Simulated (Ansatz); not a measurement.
# MgTe: the cost of one run

Computed with Ansatz 0.2.0 (reference: DFT, PBE, plane waves, PAW, unless a step's input says otherwise).

### 1 The starting structure

It takes space group P6_3mc (No. 186, hexagonal). Conventional cell: a = 4.578 Å, b = 4.578 Å, c = 7.455 Å, α = 90.00°, β = 90.00°, γ = 120.00°. Mg (site symmetry 3m) has 4 Te at 2.80 Å as nearest neighbours. Around Te (site symmetry 3m) lie 4 Mg at 2.80 Å.

Coordinates:

```cif
data_structure
_symmetry_space_group_name_H-M 'P 1'
_symmetry_Int_Tables_number 1
_cell_length_a 4.5776
_cell_length_b 4.5776
_cell_length_c 7.4551
_cell_angle_alpha 90.000
_cell_angle_beta 90.000
_cell_angle_gamma 120.000
_cell_volume 135.29
loop_
_atom_site_label
_atom_site_type_symbol
_atom_site_fract_x
_atom_site_fract_y
_atom_site_fract_z
_atom_site_occupancy
Mg1 Mg 0.33333 0.66667 0.99939 1
Mg2 Mg 0.66667 0.33333 0.49939 1
Te1 Te 0.33333 0.66667 0.37561 1
Te2 Te 0.66667 0.33333 0.87561 1
```

### 2 The reference run

File input.yaml:

```yaml
crystal:
  lattice:
    - [4.5776356408, 0.0, 0.0]
    - [-2.2888178204, 3.9643487542, 0.0]
    - [0.0, 0.0, 7.4550892847]
  atoms:
    - { symbol: Mg, position: [0.3333333333, 0.6666666667, -0.0006080512] }
    - { symbol: Mg, position: [0.6666666667, 0.3333333333, 0.4993919488] }
    - { symbol: Te, position: [0.3333333333, 0.6666666667, 0.3756080512] }
    - { symbol: Te, position: [0.6666666667, 0.3333333333, 0.8756080512] }
kpoints:
  mp_grid: { grid: [6, 6, 2] }
hamiltonian:
  xc: pbe
scf:
  occupations: { method: fixed }
  n_extra_bands: 5
output:
  forces: true
  stress: true
  eigenvalues: true
  write_density: true
  write_potential: true
  elf: true
  volumetric_format: npy
```

On the command line:

```bash
$ ansatz run input.yaml --threads 4 --pin off --max-ram 3686MiB --backend cpu --events-out ev --progress --plain --runs-dir out
```

Q: Estimate wall time and peak memory on 4 threads of Arm Neoverse N1, shared host.

About 3.6 s, with a peak of 0.4 GiB.
